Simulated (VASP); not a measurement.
Here is a VASP 6.6.1 calculation.

The input INCAR:

```
SYSTEM = Sb
ALGO = Normal
EDIFF = 1E-7
EDIFFG = -0.01
ENCUT = 300
GGA = PE
IBRION = 2
ISIF = 4
ISMEAR = 1
LASPH = .TRUE.
LCHARG = .FALSE.
LREAL = .FALSE.
LWAVE = .FALSE.
NELM = 80
NSW = 40
PREC = Accurate
SIGMA = 0.1
```

File KPOINTS:

```
k-points
0
G
  6 6 5
  0 0 0
```

File POSCAR:

```
Sb                                      
1.0
    2.2330707308      1.2892639876      3.9104862617
   -2.2330707308      1.2892639876      3.9104862617
    0.0000000000     -2.5785279750      3.9104862617
  Sb            
     2
Direct
     0.2327211414259907    0.2327211414259907    0.2327211414259907
     0.7672788585740093    0.7672788585740093    0.7672788585740093
```

Potentials or basis: VASP PAW PBE potentials, release 64 (Sb).

The run is started by

```console
$ cat potpaw_PBE.64/Sb/POTCAR > POTCAR
$ mpirun -np 1 vasp_std > vasp.out
```

(1) What does it give for the band gap on the k mesh?

(2) Predict the energy gained by relaxing.

## Answers

(1) none (metal or under the smearing width).

(2) 6.3 meV/atom.
